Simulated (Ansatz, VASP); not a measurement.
GaN in VASP and in Ansatz

Contents of INCAR:

```
  PREC = Accurate
  ENCUT = 520
  EDIFF = 1E-6
  ISMEAR = 0
  SIGMA = 0.02
  LREAL = False
  LASPH = True
  NELM = 100
  ALGO = Fast
  ISIF = 2
  LWAVE = False
  LCHARG = False
  GGA = PE
  NBANDS = 16
```

KPOINTS

```
Automatic mesh
0
Gamma
  10 10 10
```

Contents of POSCAR:

```
GaN
1.0
    0.0000000000      2.2535006075      2.2535006075
    2.2535006075      0.0000000000      2.2535006075
    2.2535006075      2.2535006075      0.0000000000
Ga N
1 1
Direct
    0.0000000000      0.0000000000      0.0000000000
    0.7167184470      0.7832815530      0.7832815530
```

Input for Ansatz:

```yaml
crystal:
  lattice:
    - [0.0, 2.2535006075, 2.2535006075]
    - [2.2535006075, 0.0, 2.2535006075]
    - [2.2535006075, 2.2535006075, 0.0]
  atoms:
    - { symbol: Ga, position: [0.0, 0.0, 0.0] }
    - { symbol: "N", position: [0.716718447, 0.783281553, 0.783281553] }
basis:
  ecutwfc: 420
kpoints:
  mp_grid: { grid: [10, 10, 10] }
hamiltonian:
  xc: pbe
scf:
  occupations: { method: gaussian, width: 0.02 }
output:
  forces: true
  stress: true
  eigenvalues: true
```

Change from the starting cell: one atom moved.

Alike in both runs: task single point; functional PBE; k mesh 10 × 10 × 10; occupations gaussian, width 0.02 eV; no spin polarisation.

```csv
,VASP,Ansatz
version,VASP 6.6.1,Ansatz 0.2.0
potentials or method,"VASP PAW PBE potentials, release 64 (Ga_d, N)","scalar-relativistic, plane waves, PAW"
plane-wave cutoff (eV),520,420
valence electrons in the cell,18,18
```

```tsv
	VASP	Ansatz	Ansatz less VASP
gap on the k mesh at the Fermi level (eV)	1.51	1.50	-0.005
least direct gap on the mesh (eV)	1.51	1.50	-0.005
pressure (GPa)	7.2	7.3	+0.09
largest component of the traceless stress (GPa)	9.03	9.25	+0.226
rms of the force components (eV/Å)	1.030	1.046	+0.0155
```

Atom by atom the forces differ by 0.015 eV/Å (rms over components).

Caveats: forces of over 1 eV/Å show positions far from the minimum, so gaps and moduli don't describe the material at rest.
